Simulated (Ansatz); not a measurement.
**Two Ansatz runs on Bi**

The cell is the one relaxed in the Materials Project (mp-568087), not relaxed further here; entries there can be hypothetical.

First run: DFT, r2SCAN, PAW with Ansatz's default frozen-core files, scalar-relativistic (Ansatz 0.2.0).

Command: `ansatz run input.yaml --threads 1 --pin off --max-ram 4096MiB --backend cpu --events-out ev --progress --plain --runs-dir out` The run took about 69 s on 1 thread of a shared machine.

```yaml
crystal:
  lattice:
    - [-4.449748, 4.449748, 2.065632]
    - [4.449748, -4.449748, 2.065632]
    - [4.449748, 4.449748, -2.065632]
  atoms:
    - { symbol: Bi, position: [0.3543445, 0.8543445, 0.208689] }
    - { symbol: Bi, position: [0.6456555, 0.1456555, 0.791311] }
    - { symbol: Bi, position: [0.8543445, 0.6456555, 0.5] }
    - { symbol: Bi, position: [0.1456555, 0.3543445, 0.5] }
kpoints:
  mp_grid: { grid: [11, 11, 11] }
  band_path:
    path:
      - [0.0, 0.0, 0.0]
      - [0.0, 0.0, 0.5]
      - [-0.5, 0.5, 0.5]
      - [0.0, 0.0, 0.0]
      - [0.3038734864, 0.3038734864, -0.3038734864]
      - [-0.3038734864, 0.6961265136, 0.3038734864]
      - [-0.5, 0.5, 0.5]
      - [0.0, 0.0, 0.5]
      - [0.25, 0.25, 0.25]
    npoints: 8
scf:
  occupations: { method: fermi_dirac, width: 0.03 }
hamiltonian:
  xc: r2scan
  pseudopotentials: { kind: paw }
output:
  forces: true
  stress: true
  eigenvalues: true
  efg: { contact_densities: true }
  populations: true
  bader: true
  dos: { projected: true, de: 0.2, e_range: [-14, 8] }
  write_density: true
  write_potential: true
  elf: true
  volumetric_format: npy
```

Result: converged; pressure -0.74 GPa; largest force 0.043 eV/Å; no gap on the k mesh; 7 SCF iterations.

No spin–orbit coupling, which matters for the heavy atoms here.

The input is then changed:

```diff
@@ -24,5 +24,5 @@
     npoints: 8
 scf:
-  occupations: { method: fermi_dirac, width: 0.03 }
+  occupations: { method: methfessel_paxton, width: 0.001 }
 hamiltonian:
   xc: r2scan
@@ -34,9 +34,5 @@
   efg: { contact_densities: true }
   populations: true
-  bader: true
-  dos: { projected: true, de: 0.2, e_range: [-14, 8] }
-  write_density: true
-  write_potential: true
-  elf: true
-  volumetric_format: npy
+basis:
+  xc_grid: 3
```

**Question.** Predict the outcome of the changed run.

**Answer.** It converged; energy at zero smearing +0.1 meV/atom from the first run; pressure -0.74 GPa; largest force 0.027 eV/Å; no gap on the k mesh; 7 SCF iterations.

The results part of its log:

```
SCF 1 converged in 7 iterations: F = -49643.133784 eV  dr2 = 3.60e-8
  greatest PAW one-centre occupation: 0.986 electrons in one spin orbital (limit 2), on the Bi atom at site 3 (counted from 0), in its partial waves of l = 2
NSCF: frozen V_eff on 65 k-points
SCF converged after 7 iterations
Stability not checked: this state was not tested for a lower state beside it, because cold or Methfessel-Paxton smearing, or corrected tetrahedra, fill the levels in a way that the test cannot read (fill_not_monotonic; see scf.lower_state_search)
Free energy (F): -49643.133784 eV
Harris-Foulkes:  -49643.133784 eV  (|F-HF|=1.83e-8)
Internal energy: -49643.133781 eV  (E = F + TS)
E sigma→0 (E₀):  -49643.133784 eV
Entropy (-TS):   -0.000003 eV (-0.001 meV/atom)
Fermi energy:    7.802178 eV
--- Per-component energies (eV) ---
  E_band       = -593.131647
  E_kinetic    = 1202.543693
  E_local      = -7451.667029  (includes V_loc(G=0)·N_el)
  E_nonlocal   = 2243.984815
  E_hartree    = 2587.454794
  E_xc         = -560.746251
  E_vxc        = -623.078446  (∫ρ·V_xc dr)
  E_paw        = -42755.034520  (= ΣΔE_a)
  E_vpaw       = -1183.632087  (= ΣTr[D̂ρ^β])
  E_aug_tail   = -0.001109  (compensation charges beyond the density's cutoff)
  E_vtau       = 43.818157  (kinetic-family band-sum trace: ∫τ·v_τ [+ j·A + Jᵃ·Aᵃ] dr)
  E_ewald      = -4913.170365
  E_core_change = 3.502189  (= ΣΔE_core)
  E_smearing   = -0.000003  (= −TS)
  E_closure    = -0.000000  (closes the sum)
  Σ components = -49643.133784   (vs F -49643.133784, Δ=0.00e0)
--- Forces (eV/Å), atoms counted from 1 ---
  atom   1  Bi     0.01937234     0.01937234     0.00000000
  atom   2  Bi    -0.01937234    -0.01937234     0.00000000
  atom   3  Bi    -0.01937234     0.01937234     0.00000000
  atom   4  Bi     0.01937234    -0.01937234     0.00000000
  max |Σ_I F_I| component: 1.39e-17 eV/Å
--- Stress (GPa, compression-positive) ---
       -0.893169       0.000000       0.000000
        0.000000      -0.893169       0.000000
        0.000000       0.000000      -0.428890
  P = ⅓ Tr σ = -0.7384 GPa (-7.384 kbar)
--- PAW observables at the nuclei: V_zz in 10²¹ V/m², potentials from the cell's mean, atoms counted from 1 ---
  atom   1  Bi V_zz =   +13.326952   η = 0.9024   by run symmetry: allowed
            electrostatic potential = -17828.375296 V   contact ρ = 17898794.071161 e/Å³
  atom   2  Bi V_zz =   +13.326952   η = 0.9024   by run symmetry: allowed
            electrostatic potential = -17828.375296 V   contact ρ = 17898794.071161 e/Å³
  atom   3  Bi V_zz =   +13.326952   η = 0.9024   by run symmetry: allowed
            electrostatic potential = -17828.375296 V   contact ρ = 17898794.071161 e/Å³
  atom   4  Bi V_zz =   +13.326952   η = 0.9024   by run symmetry: allowed
            electrostatic potential = -17828.375296 V   contact ρ = 17898794.071161 e/Å³
--- Band table (eV; the first three rows and the last of 126) ---
  k-point 0: bands = ["-15.9594", "-15.9594", "-15.9313", "-15.9100", "-15.9100", "-15.9067", "-15.8816", "-15.8780", "-15.8421", "-15.8112", "-15.8063", "-15.8063", "-15.7702", "-15.7639", "-15.7639", "-15.7569", "-15.7569", "-15.7223", "-15.7178", "-15.6561", "-5.8137", "-2.8435", "-2.4473", "-2.4473", "3.1991", "5.8489", "6.5093", "6.5093", "7.1164", "7.4768", "7.6867", "7.6867", "10.9788", "10.9788", "11.0762", "11.6284"]
  k-point 1: bands = ["-15.9625", "-15.9600", "-15.9302", "-15.9147", "-15.9092", "-15.9017", "-15.8818", "-15.8759", "-15.8444", "-15.8118", "-15.8052", "-15.8037", "-15.7717", "-15.7657", "-15.7612", "-15.7569", "-15.7558", "-15.7234", "-15.7165", "-15.6577", "-5.7912", "-3.0413", "-2.4450", "-2.2859", "3.2817", "5.6691", "6.4454", "6.7150", "6.9458", "7.5075", "7.6854", "7.9174", "10.7370", "10.9549", "11.3764", "11.6849"]
  k-point 2: bands = ["-15.9700", "-15.9613", "-15.9276", "-15.9202", "-15.9069", "-15.8955", "-15.8824", "-15.8711", "-15.8498", "-15.8136", "-15.8029", "-15.7975", "-15.7740", "-15.7702", "-15.7568", "-15.7541", "-15.7537", "-15.7266", "-15.7132", "-15.6624", "-5.7261", "-3.3669", "-2.4386", "-2.0622", "3.5183", "5.3780", "6.2839", "6.6905", "7.0758", "7.5654", "7.6819", "8.3499", "10.4986", "10.9153", "11.7226", "11.8168"]
  k-point 125: bands = ["-16.0416", "-15.9439", "-15.9071", "-15.8863", "-15.8827", "-15.8816", "-15.8771", "-15.8640", "-15.8602", "-15.8276", "-15.8190", "-15.8171", "-15.7873", "-15.7702", "-15.7544", "-15.7536", "-15.7406", "-15.7006", "-15.6992", "-15.6934", "-4.8621", "-4.1178", "-4.0617", "-0.5571", "4.0220", "5.7369", "5.9607", "6.1211", "7.1737", "9.0809", "9.2415", "9.3032", "9.7762", "9.8656", "10.0365", "10.9396"]
--- Löwdin populations: 4 sites ---
  site symbol       q [e]
     0     Bi     14.9622
     1     Bi     14.9622
     2     Bi     14.9622
     3     Bi     14.9622
  spilling = 0.002517 (of n_electrons = 60.000000)
```
